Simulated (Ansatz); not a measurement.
# Phases of BN at 32 GPa

Structure types of BN are relaxed in primitive cells with their symmetry kept at 32 GPa, on PAW files; LAPW relaxes the small cells further and takes the PAW cell for the others (marked *). The enthalpy is E + pV at zero temperature, without zero-point motion. Only the types listed were tried, and differences under about 5 meV/atom are mesh noise. The real phase may be another.

All numbers are PBE results (scalar-relativistic) from Ansatz 0.2.0, with Fermi–Dirac smearing of 0.1 eV, no spin polarisation. Methods: LAPW: all electrons, basis error target 0.5 meV/atom; PAW: frozen-core files, cutoff 420 eV.

k meshes: rocksalt 16×16×16, CsCl 14×14×14, zincblende 16×16×16, wurtzite 12×12×7, NiAs 12×12×7.

Order the types by LAPW enthalpy, lowest first.
A. NiAs
B. zincblende
C. rocksalt
D. CsCl
E. wurtzite

B (0 meV/atom), E (20 meV/atom), C (1645 meV/atom), A (1668 meV/atom), D (3759 meV/atom).

| start type | ends as | a, b, c (Å) | V (Å³/atom) | H − H(lowest), LAPW (meV/atom) | same, PAW |
| --- | --- | --- | --- | --- | --- |
| rocksalt | rocksalt, Fm-3m | 3.420, 3.420, 3.420 | 5.00 | 1645.0 | 1642.4 |
| CsCl | CsCl, Pm-3m | 2.240, 2.240, 2.240 | 5.62 | 3759.1 | 3757.3 |
| zincblende | zincblende, F-43m | 3.535, 3.535, 3.535 | 5.52 | 0.0 | 0.0 |
| wurtzite* | wurtzite, P6_3mc | 2.491, 2.491, 4.122 | 5.54 | 20.4 | 20.2 |
| NiAs* | NiAs, P6_3/mmc | 2.436, 2.436, 3.930 | 5.05 | 1668.1 | 1667.1 |

Split the lead of zincblende over wurtzite into energy and pV.

For wurtzite less zincblende: ΔE = +17.5 meV/atom, and p·ΔV = 32 GPa × +0.0146 Å³ × 6.242 meV/(GPa·Å³) = +2.9 meV/atom, together 20.4 meV/atom. zincblende wins on both counts.
